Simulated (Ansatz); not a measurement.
# BN: the cost of one run

Program: Ansatz 0.2.0. Level of theory: DFT r2SCAN, scalar-relativistic, plane waves, PAW. These are calculated values, not measurements.

1 further run of the same task is left out (set aside as unsound or not needed).

**1. The system as given**

It takes space group P6_3/mmc (No. 194, hexagonal). The conventional cell has a = 2.501 Å, b = 2.501 Å, c = 6.874 Å, α = 90.00°, β = 90.00°, γ = 120.00°. Around B (site symmetry -6m2) lie 3 N at 1.44 Å. Around N (site symmetry -6m2) lie 3 B at 1.44 Å.

Structure file:

```
CELL_PARAMETERS angstrom
2.50098 0.00000 0.00000
-1.25049 2.16591 0.00000
0.00000 0.00000 6.87416
ATOMIC_POSITIONS crystal
B 0.33333 0.66667 0.25000
B 0.66667 0.33333 0.75000
N 0.33333 0.66667 0.75000
N 0.66667 0.33333 0.25000
```

This cell was relaxed beforehand with the same method: volume 9.31 Å³/atom, gap on the mesh 4.89 eV.

**2. The reference cell**

Reference values: F = -1088.2492 eV; pressure -0.01 GPa; largest force 0.000 eV/Å; gap on the mesh 4.89 eV. It was computed beforehand with the settings of the runs below.

**3. The scan: a strain scan**

The cell is strained by ε times the Voigt pattern (0, 0, 0, 1, 0, 0) (xx, yy, zz, yz, xz, xy; engineering shear), with fractional coordinates fixed (clamped ions). The stress on the pattern is the sum of the stress components weighted by it, tension positive.

**4. Point ε = -0.0600**

Input file input.yaml:

```yaml
crystal:
  lattice:
    - [2.5009753125, 0.0, 0.0]
    - [-1.2504876563, 2.1659081548, -0.0649772446]
    - [0.0, -0.20622485, 6.8741616654]
  atoms:
    - { symbol: B, position: [0.3333333333, 0.6666666667, 0.25] }
    - { symbol: B, position: [0.6666666667, 0.3333333333, 0.75] }
    - { symbol: "N", position: [0.3333333333, 0.6666666667, 0.75] }
    - { symbol: "N", position: [0.6666666667, 0.3333333333, 0.25] }
basis:
  ecutwfc: 500
kpoints:
  mp_grid: { grid: [12, 12, 4] }
hamiltonian:
  xc: r2scan
scf:
  occupations: { method: gaussian, width: 0.05 }
output:
  forces: true
  stress: true
  eigenvalues: true
```

Run with:

```bash
ansatz run input.yaml --threads 1 --pin off --max-ram 2560MiB --backend cpu --events-out ev --progress --plain --runs-dir out
```

What time and memory should one allow on 1 thread of Intel Xeon Platinum 8488C (Sapphire Rapids), shared host?

About 5.9 s, with a peak of 0.5 GiB.
